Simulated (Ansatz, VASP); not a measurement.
**Al38In20P20O57 (amorphous Al2O3 against InP(110), 10.6 A): VASP beside Ansatz**

Wanted: the spread between two codes on one cell, functional and k mesh. The cell is taken from a series of runs on this material, whose earlier steps may have relaxed, scaled, displaced or heated it; both programs get it as it stands.

Method: plane waves, with VASP 6.6.1 beside it; single point at PBE, in Ansatz 0.2.0.

## 1. Set-up

The cell holds 135 atoms: 20 In, 20 P, 38 Al and 57 O. Its edges and angles: a = 11.880 Å, b = 8.400 Å, c = 21.585 Å, α = 90.0°, β = 90.0°, γ = 90.0°. It derives from InP (5 planes of zincblende InP(110)). A slab of 5 planes of zincblende InP(110) (starting lattice constant a = 5.94 A), 11.88 x 8.40 A in plane. 95 atoms (38 Al, 57 O) packed at random between the slab and its periodic image at 3.05 g/cm^3 (a layer of 10.6 A) and pushed apart as soft spheres. Langevin MD at fixed cell with the MACE-MP-0b2 small potential (Batatia et al., arXiv:2401.00096), steps of 1.5 fs: 0.63 ps at 3000 K with the crystal held, 3000 to 550 K in 1.8 ps with the crystal held, 550 to 300 K in 0.9 ps with its inner planes held; soft walls kept the melt out of the crystal while it was held. Then all atoms and the cell's height relaxed. The structure's axis is c.

## 2. VASP: single point, PBE

A single point gives forces, pressure and levels at one fixed geometry, so differences don't come from the geometry; what else differs is listed under the comparison.

Lines of VASP's logs that name or quote its potential files are left out, and so is its time.

INCAR reads:

```
SYSTEM = Al38In20P20O57
PREC = Accurate
ENCUT = 520
EDIFF = 1E-06
NELM = 120
ISMEAR = -1
SIGMA = 0.025
LREAL = Auto
ALGO = Normal
GGA = PE
NBANDS = 502
LORBIT = 11
LWAVE = .FALSE.
LCHARG = .FALSE.
ISIF = 2
LASPH = .TRUE.
GGA_COMPAT = .FALSE.
EFERMI = MIDGAP
```

POSCAR reads:

```
Al38In20P20O57
1.0
   11.8800000000      0.0000000000      0.0000000000
    0.0000000000      8.4004300000      0.0000000000
    0.0000000000      0.0000000000     21.5847900000
In P Al O
20 20 38 57
Direct
    0.9998300000      0.0280900000      0.3334700000
    0.2205600000      0.7348200000      0.0483000000
    0.2643000000      0.2597600000      0.0489100000
    0.9985600000      0.0095600000      0.1403900000
    0.0004500000      0.5078500000      0.1394300000
    0.2462000000      0.2710800000      0.2396000000
    0.2471500000      0.7644800000      0.2369700000
    0.0078700000      0.5300600000      0.3477200000
    0.2303100000      0.8070700000      0.4287600000
    0.2485400000      0.3019000000      0.4275900000
    0.4993100000      0.0168000000      0.3380300000
    0.7393700000      0.7568200000      0.0447600000
    0.7371300000      0.2493900000      0.0571900000
    0.4938200000      0.0015200000      0.1418200000
    0.5008900000      0.5120300000      0.1376000000
    0.7427500000      0.2695400000      0.2394600000
    0.7470800000      0.7660500000      0.2361200000
    0.4955500000      0.5269700000      0.3368800000
    0.7523400000      0.7741500000      0.4247900000
    0.7386800000      0.2579600000      0.4177400000
    0.1241900000      0.0165000000      0.0376800000
    0.3680500000      0.7532900000      0.1375700000
    0.3805800000      0.2603200000      0.1455400000
    0.1250700000      0.0179100000      0.2364900000
    0.1189500000      0.5182700000      0.2416900000
    0.3755800000      0.2735700000      0.3352700000
    0.3663700000      0.7736800000      0.3362100000
    0.1125400000      0.4759600000      0.0399600000
    0.1061900000      0.0720800000      0.4334600000
    0.1283500000      0.5468700000      0.4506000000
[... 99 atom lines left out ...]
    0.0904200000      0.0449700000      0.6692600000
    0.2088100000      0.0679300000      0.8965800000
    0.3612400000      0.2422300000      0.5069900000
    0.3987000000      0.9824800000      0.9166800000
    0.2411400000      0.5571900000      0.7455500000
    0.4932700000      0.5344600000      0.8930900000
```

KPOINTS reads:

```
Automatic mesh
0
Gamma
1 1 1
0 0 0
```

Potentials, in the order of the species: In_d, P, Al and O (PBE family, release 64).

The run is started by

```sh
$ export OMP_NUM_THREADS=3
$ mpirun -np 1 vasp_gam
```

Numbers of over 12 decimals in the logs are rounded to 6 here.

The program printed:

```text
[banner, memory and clock lines left out]
running    1 mpi-ranks, on    1 nodes
[...]
Offloading initialized ...    1 GPUs detected
[...]
LDA part: xc-table for (Slater+PW92), standard interpolation
 POSCAR, INCAR and KPOINTS ok, starting setup
[...]
entering main loop
       N       E                     dE             d eps       ncg     rms          rms(c)
DAV:   1     0.131039454436E+05    0.13104E+05   -0.37041E+05  1004   0.190E+03
DAV:   2     0.200550606540E+04   -0.11098E+05   -0.10639E+05  1076   0.533E+02
DAV:   3    -0.609248251270E+03   -0.26148E+04   -0.24428E+04  1068   0.254E+02
DAV:   4    -0.947601039723E+03   -0.33835E+03   -0.33191E+03  1424   0.912E+01
[...]
DAV:  19    -0.845762666194E+03    0.48760E-05   -0.25888E-05  1280   0.123E-02    0.100E-02
DAV:  20    -0.845762666454E+03   -0.25932E-06   -0.17084E-05  1072   0.726E-03    0.300E-03
DAV:  21    -0.845762666805E+03   -0.35152E-06   -0.36090E-06   888   0.392E-03
   1 F= -.84576267E+03 E0= -.84576267E+03  d E =-.126547E-05
```

Parts of OUTCAR (step 2):

```text
  Total       16.8298092     -4.6459165     14.6311569     -6.0391264    -14.4415802     -3.0253448
  in kB       12.5176841     -3.4555422     10.8823694     -4.4917845    -10.7413659     -2.2501925
  external PRESSURE =       6.6481704 kB  Pullay stress =       0.0000000 kB

 POSITION                                       TOTAL-FORCE (eV/Angst)
 -----------------------------------------------------------------------------------
     11.87798      0.23597      7.19788        -0.025584      0.158256     -0.166608
      2.62025      6.17280      1.04255         0.112615     -0.606522     -0.119741
[...]
10.68594      6.77461     15.51838        -0.053548     -0.037725      0.006643
      9.14225      7.17178     19.15693         0.576670      0.026326      0.166145
      0.80736      0.80426     18.87547        -0.451197      0.197078     -0.080989
      6.29070      3.21442     20.50641         0.369034     -0.132878      0.475361
     11.82191      5.93474     18.95706        -0.411697     -0.084439      0.100757
      4.07389      4.27767     19.61259        -0.673320     -0.096995      0.146427
      4.88137      5.74774     14.45771         0.041812     -0.054645      0.151359
     10.41151      6.88356     13.67850         0.191018      0.030103      0.066000
     10.42696      6.06830     10.79304         0.048801     -0.078412     -0.171705
     11.66260      7.79417     19.20420         0.216903     -0.023333     -0.258770
      3.02120      2.15194     15.16094         0.066394      0.010760     -0.040476
[...]
-----------------------------------------------------------------------------------
    total drift:                                0.006941      0.024098      0.008968

  FREE ENERGIE OF THE ION-ELECTRON SYSTEM (eV)
  ---------------------------------------------------
  free  energy   TOTEN  =      -845.7626668051 eV

  energy  without entropy=     -845.7626655396  energy(sigma->0) =     -845.76266617

[... 3 further parts left out ...]
[key lines of the parts left out:]
E-fermi :   6.0954
```

The run ends at a pressure of 0.66 GPa, with forces up to 1.1 eV/Å.

## 3. Ansatz: single point, PBE

Ansatz runs on its default PAW (the set named soft_2) files.

The same cell, functional, mesh and smearing now go to Ansatz, which takes its cutoff from its data sets.

input.yaml reads:

```yaml
crystal:
  lattice:
    - [11.88, 0.0, 0.0]
    - [0.0, 8.40043, 0.0]
    - [0.0, 0.0, 21.58479]
  atoms:
    - { symbol: In, position: [0.99983, 0.02809, 0.33347] }
    - { symbol: P, position: [0.12419, 0.0165, 0.03768] }
    - { symbol: In, position: [0.22056, 0.73482, 0.0483] }
    - { symbol: P, position: [0.36805, 0.75329, 0.13757] }
    - { symbol: In, position: [0.2643, 0.25976, 0.04891] }
    - { symbol: P, position: [0.38058, 0.26032, 0.14554] }
    - { symbol: In, position: [0.99856, 0.00956, 0.14039] }
    - { symbol: P, position: [0.12507, 0.01791, 0.23649] }
    - { symbol: In, position: [0.00045, 0.50785, 0.13943] }
    - { symbol: P, position: [0.11895, 0.51827, 0.24169] }
    - { symbol: In, position: [0.2462, 0.27108, 0.2396] }
    - { symbol: P, position: [0.37558, 0.27357, 0.33527] }
    - { symbol: In, position: [0.24715, 0.76448, 0.23697] }
    - { symbol: P, position: [0.36637, 0.77368, 0.33621] }
    - { symbol: In, position: [0.00787, 0.53006, 0.34772] }
    - { symbol: P, position: [0.11254, 0.47596, 0.03996] }
    - { symbol: P, position: [0.10619, 0.07208, 0.43346] }
    - { symbol: In, position: [0.23031, 0.80707, 0.42876] }
    - { symbol: In, position: [0.24854, 0.3019, 0.42759] }
    - { symbol: P, position: [0.12835, 0.54687, 0.4506] }
    - { symbol: In, position: [0.49931, 0.0168, 0.33803] }
    - { symbol: P, position: [0.60922, 0.00186, 0.04335] }
    - { symbol: In, position: [0.73937, 0.75682, 0.04476] }
    - { symbol: P, position: [0.8719, 0.75914, 0.13684] }
    - { symbol: In, position: [0.73713, 0.24939, 0.05719] }
    - { symbol: P, position: [0.87244, 0.25896, 0.1451] }
    - { symbol: In, position: [0.49382, 0.00152, 0.14182] }
    - { symbol: P, position: [0.62173, 0.0151, 0.23831] }
    - { symbol: In, position: [0.50089, 0.51203, 0.1376] }
    - { symbol: P, position: [0.61947, 0.52003, 0.23799] }
[... 99 atom lines left out ...]
    - { symbol: O, position: [0.09042, 0.04497, 0.66926] }
    - { symbol: O, position: [0.20881, 0.06793, 0.89658] }
    - { symbol: O, position: [0.36124, 0.24223, 0.50699] }
    - { symbol: O, position: [0.3987, 0.98248, 0.91668] }
    - { symbol: O, position: [0.24114, 0.55719, 0.74555] }
    - { symbol: O, position: [0.49327, 0.53446, 0.89309] }
kpoints:
  mp_grid: { grid: [1, 1, 1] }
hamiltonian:
  xc: pbe
scf:
  occupations: { method: fermi_dirac, width: 0.025 }
output:
  forces: true
```

The run is started by

```sh
$ ansatz run input.yaml --threads 4 --pin off --max-ram 15872MiB --backend cpu --events-out ev --progress --plain --runs-dir out
```

The program printed:

```text
Engine: ansatz 0.2.0, aarch64-unknown-linux-gnu
Pseudopotentials: kind: paw
Pseudopotential: In, paw, valence charge 13, recommended cutoff 420 eV (normal), In.paw.azcp
Pseudopotential: P, paw, valence charge 5, recommended cutoff 420 eV (normal), P.paw.azcp
Pseudopotential: Al, paw, valence charge 3, recommended cutoff 420 eV (normal), Al.paw.azcp
Pseudopotential: O, paw, valence charge 6, recommended cutoff 420 eV (normal), O.paw.azcp
Functional definition: PBE
  parameter kappa = 0.804
  parameter beta = 0.066725
  exchange = pbe_x(kappa = kappa, mu = beta*pi^2/3)
  correlation = pbe_c(beta = beta)
Crystal: 135 atoms, lattice volume = 2154.100 Å³
Basis set: ecut = 420 eV, 42131 PW (Γ), exchange–correlation on 160×120×300 points (8 copies of the dense FFT grid, shifted against one another)
Bands: 543, of which v1, the nominal top of the filled ones, is band 408 counted from 1 (407 counted from 0)
Symmetry: 1 space group operations
Space group: P1 (ITA 1), of the structure as read, at distance tolerance 1.3e-4 Å
k-points: 1
Non-local potential: In, projectors of the file, l = 0: 2, l = 1: 2, l = 2: 2, l = 3: 2
Non-local potential: P, projectors of the file, l = 0: 2, l = 1: 2, l = 2: 2
Non-local potential: Al, projectors of the file, l = 0: 2, l = 1: 2, l = 2: 1
Non-local potential: O, projectors of the file, l = 0: 2, l = 1: 2, l = 2: 1
PAW form: soft (Blöchl's): semilocal exchange-correlation on the pseudo side does not see the compensation charge
PAW one-centre angular grid: In, 590 points (default); XC on 64 Gauss nodes
PAW one-centre angular grid: P, 110 points (default); XC on 64 Gauss nodes
PAW one-centre angular grid: Al, 110 points (default); XC on 64 Gauss nodes
PAW one-centre angular grid: O, 110 points (default); XC on 64 Gauss nodes
Initial density: superposition of atomic densities (neutral atoms: chi_scale 0, normalization atom), corrected by the library's trained network
Initial wavefunctions: pseudopotential atomic-orbital guess
Functional: x = pbe(κ = 0.804, μ = 0.219515), c = pbe(β = 0.066725)
SCF iter   1: F=—  HF=-179958.587415 eV  |F-HF|=—  |Δ(HF+E_count)|=         —  Δρ=4.18e-3  dr2=9.71e-1  ethr=1.77e-3  ⟨swp⟩=8.0  Hψ=2642  notcnv=0  defer=63
preconditioner: auto → Resta (q_TF=auto, 2.321 Å⁻¹)  ε∞=3.7  [insulator: Δε(μ)=0.667 eV  Ē_g=14.006 eV  σ=0.025 eV  W_gap=1.00  n_scr=456 (ndim 8)  ℏωp=22.9 eV  f_vac=0.036  D(μ)=0.00/eV (n_scr^D=0)  ε∞_Penn≈3.7]
SCF iter   2: F=—  HF=-179958.402792 eV  |F-HF|=—  |Δ(HF+E_count)|=   1.85e-1  Δρ=2.29e-3  dr2=1.63e-1  ethr=1.19e-4  ⟨swp⟩=2.0  Hψ=784  notcnv=0  defer=127
SCF iter   3: F=—  HF=-179958.385605 eV  |F-HF|=—  |Δ(HF+E_count)|=   1.72e-2  Δρ=9.33e-4  dr2=3.35e-2  ethr=1.99e-5  ⟨swp⟩=3.0  Hψ=780  notcnv=0  defer=57
automatic band count: iteration 3 solves 473 bands in place of 543: the levels show a gap, and the empty bands left out lie too high to hold charge; the band table lists the bands solved (type scf.n_extra_bands for more)
SCF iter   4: F=—  HF=-179958.384469 eV  |F-HF|=—  |Δ(HF+E_count)|=   1.14e-3  Δρ=3.79e-4  dr2=6.74e-3  ethr=4.11e-6  ⟨swp⟩=4.0  Hψ=813  notcnv=0  defer=57
SCF iter   5: F=—  HF=-179958.384877 eV  |F-HF|=—  |Δ(HF+E_count)|=   4.08e-4  Δρ=1.49e-4  dr2=1.26e-3  ethr=8.27e-7  ⟨swp⟩=2.0  Hψ=769  notcnv=0  defer=57
SCF iter   6: F=—  HF=-179958.385078 eV  |F-HF|=—  |Δ(HF+E_count)|=   2.00e-4  Δρ=6.47e-5  dr2=1.61e-4  ethr=1.54e-7  ⟨swp⟩=2.0  Hψ=572  notcnv=0  defer=57
SCF iter   7: F=—  HF=-179958.385171 eV  |F-HF|=—  |Δ(HF+E_count)|=   9.34e-5  Δρ=3.22e-5  dr2=3.75e-5  ethr=1.97e-8  ⟨swp⟩=3.0  Hψ=810  notcnv=0  defer=57
SCF iter   8: F=—  HF=-179958.384789 eV  |F-HF|=—  |Δ(HF+E_count)|=   3.82e-4  Δρ=1.35e-5  dr2=4.87e-6  ethr=4.59e-9  ⟨swp⟩=3.0  Hψ=883  notcnv=0  defer=57
SCF iter   9: F=—  HF=-179958.384792 eV  |F-HF|=—  |Δ(HF+E_count)|=   3.64e-6  Δρ=6.16e-6  dr2=9.18e-7  ethr=5.96e-10  ⟨swp⟩=3.0  Hψ=795  notcnv=0  defer=57
SCF iter  10: F=—  HF=-179958.384793 eV  |F-HF|=—  |Δ(HF+E_count)|=   5.95e-7  Δρ=2.73e-6  dr2=1.80e-7  ethr=1.12e-10  ⟨swp⟩=3.0  Hψ=818  notcnv=0  defer=57
SCF iter  11: F=-179958.384793 eV  HF=-179958.384793 eV  |F-HF|=9.90e-10  |Δ(HF+E_count)|=   1.05e-7  Δρ=1.17e-6  dr2=3.32e-8  ethr=1.23e-11  ⟨swp⟩=5.0  Hψ=1673  notcnv=0
SCF 1 converged in 11 iterations: F = -179958.384793 eV  dr2 = 3.32e-8
  greatest PAW one-centre occupation: 0.983 electrons in one spin orbital (limit 2), on the In atom at site 37 (counted from 0), in its partial waves of l = 2
SCF converged after 11 iterations
Free energy (F): -179958.384793 eV
Harris-Foulkes:  -179958.384793 eV  (|F-HF|=9.90e-10)
Internal energy: -179958.384792 eV  (E = F + TS)
E sigma→0 (E₀):  -179958.384792 eV
Entropy (-TS):   -0.000001 eV (-0.000 meV/atom)
Fermi energy:    7.549751 eV
--- Per-component energies (eV) ---
  E_band       = -2130.051622
  E_kinetic    = 17339.586499
  E_local      = -60380.161605  (includes V_loc(G=0)·N_el)
  E_nonlocal   = 11128.891791
  E_hartree    = 23979.776553
  E_xc         = -11293.957442
  E_vxc        = -9724.207031  (∫ρ·V_xc dr)
  E_paw        = -121303.751891  (= ΣΔE_a)
  E_vpaw       = -8453.860122  (= ΣTr[D̂ρ^β])
  E_aug_tail   = 0.143442  (compensation charges beyond the density's cutoff)
  E_ewald      = -39428.912139
  E_smearing   = -0.000001  (= −TS)
  E_closure    = -0.000000  (closes the sum)
  Σ components = -179958.384793   (vs F -179958.384793, Δ=0.00e0)
--- Forces (eV/Å), atoms counted from 1 ---
  atom   1  In    -0.02198323     0.14105824    -0.16675322
  atom   2  P      0.36596276    -0.14549080     0.62039004
  atom   3  In     0.11630820    -0.60272554    -0.11885797
  atom   4  P     -0.20624475     0.36290752    -0.28100096
  atom   5  In    -0.65790671     0.10553430     0.24467627
  atom   6  P      0.14678193    -0.19365034    -0.04539853
  atom   7  In     0.13001895     0.00209379    -0.00198064
  atom   8  P      0.05342582    -0.07613655    -0.01455024
  atom   9  In     0.15272127    -0.05872435     0.14783784
  atom  10  P     -0.09639476    -0.04772954     0.24775797
  atom  11  In     0.01292619     0.08003261     0.00511166
  atom  12  P      0.17445389    -0.05800238    -0.11295102
  atom  13  In     0.07406107    -0.05049867     0.10110152
  atom  14  P     -0.16620402     0.18485521    -0.05627970
  atom  15  In    -0.14233660    -0.02316393    -0.51618401
  atom  16  P      0.05584961     0.31005664    -0.27168488
  atom  17  P     -0.14060881     0.27013232     0.13573318
  atom  18  In     0.27126393     0.21466539    -0.00694633
  atom  19  In    -0.04732950    -0.29859609    -0.20794644
  atom  20  P      0.08426263    -0.03136438     1.08426129
  atom  21  In     0.20673013    -0.00736588    -0.02744812
  atom  22  P     -0.23933648    -0.08280459    -0.41098110
  atom  23  In     0.31046831     0.22971095     0.09405092
  atom  24  P     -0.00703703    -0.15747431     0.03608410
[...]
atom 128  O     -0.03810112    -0.03043610     0.06335778
  atom 129  O     -0.04599977     0.04654264     0.11249841
  atom 130  O     -0.02602473    -0.12154285    -0.07443166
  atom 131  O      0.32822961    -0.07542038     0.02588866
  atom 132  O     -0.12680165     0.22386222    -0.02914386
  atom 133  O      0.11807839    -0.03003056    -0.29132778
  atom 134  O      0.15485667    -0.06598318    -0.08484869
  atom 135  O     -0.06360318    -0.14045974     0.02097955
  max |Σ_I F_I| component: 2.03e-4 eV/Å
```

Reading the cycles: dr2 is the Hartree energy of the density residual (eV), the measure of convergence; HF is the Harris–Foulkes estimate of the energy, which meets the free energy F at convergence.

## 4. Side by side

Known differences besides the potentials themselves: the cutoff is 420 eV in Ansatz and 520 eV in VASP (PREC = Accurate, projectors in real space). Total energies have different zeros and are not compared.

Both answers:

```tsv
quantity	Ansatz	VASP	difference
gap on the k mesh (eV)	0.702	0.700	+0.002
```

Forces on 9 of the 135 atoms, those with the largest forces and the largest differences (eV/Å; atoms numbered as in POSCAR):

```tsv
atom	Ansatz x, y, z	VASP x, y, z
In2	0.116, -0.603, -0.119	0.113, -0.607, -0.120
In3	-0.658, 0.106, 0.245	-0.679, 0.105, 0.235
In9	0.271, 0.215, -0.007	0.230, 0.189, -0.048
P21	0.366, -0.145, 0.620	0.331, -0.128, 0.580
P30	0.084, -0.031, 1.084	0.089, -0.030, 1.087
Al54	0.333, -0.081, -0.385	0.301, -0.091, -0.418
Al70	0.413, -0.108, 0.444	0.434, -0.109, 0.454
Al76	0.349, -0.140, 0.462	0.369, -0.133, 0.475
Al78	-0.672, -0.094, 0.147	-0.673, -0.097, 0.146
```

The forces differ by 11 meV/Å r.m.s., which is 5.8 % of the r.m.s. force of 0.185 eV/Å (both taken over all components). A gap on the mesh is an upper bound, since the band edges may lie between its points.

## 5. Summary of results

```json
{
  "r.m.s. force difference (single point, PBE)": "11 meV/Å"
}
```

In words: The r.m.s. force difference is 11 meV/Å (single point, PBE), within the 12 meV/Å picked in this series as the mark of a large difference. Such differences can come from data sets, numerical settings and the points named under the comparisons, not from the functional's error against experiment.

[Lines on the potential files, build, host, timing and source positions are cut from VASP's logs without a mark.]

[Logs are printed without paths, hosts, clocks, repeated set-up lines and the standing remarks that a program may print on its own settings, such as how far it seeks lower states.]

[Hosts, paths, dates, database ids (printed as entryN), source tags and the programs' standing remarks are cut or masked in the printed files.]
